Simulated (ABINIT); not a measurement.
PtSe2 (Sudovikovite):

```
CELL_PARAMETERS angstrom
3.72400 0.00000 0.00000
-1.86200 3.22508 0.00000
0.00000 0.00000 5.06200
ATOMIC_POSITIONS crystal
Pt 0.00000 0.00000 0.00000
Se 0.66667 0.33333 0.75000
Se 0.33333 0.66667 0.25000
```

Base run:

* Program: ABINIT 10.8.3 (patched build)
* Functional: LDA
* Potentials or basis: PseudoDojo NC SR LDA v0.4.1 standard
* Cutoff: 1170 eV
* k mesh: 6 × 6 × 4
* Occupations: fermi-dirac, width 0.05 eV
* Spin: no spin polarisation

Its results: band gap on the k mesh none (metal or under the smearing width); pressure -0.6 GPa; largest force 0.184 eV/Å.

Problem. After a change of settings the same cell gave: band gap on the k mesh none (metal or under the smearing width); pressure -1.2 GPa; largest force 0.185 eV/Å. Which change was it?
A. functional from LDA to PBE; potentials or basis from PseudoDojo NC SR LDA v0.4.1 standard to PseudoDojo NC SR PBE v0.4.1 standard; cutoff from 1170 eV to 1061 eV
B. functional from LDA to PBE; potentials or basis from PseudoDojo NC SR LDA v0.4.1 standard to PseudoDojo NC SR PBE v0.4.1 standard
C. functional from LDA to PBEsol; potentials or basis from PseudoDojo NC SR LDA v0.4.1 standard to PseudoDojo NC SR PBEsol v0.4.1 standard; cutoff from 1170 eV to 1061 eV
D. cutoff from 1170 eV to 1061 eV

Solution. D.
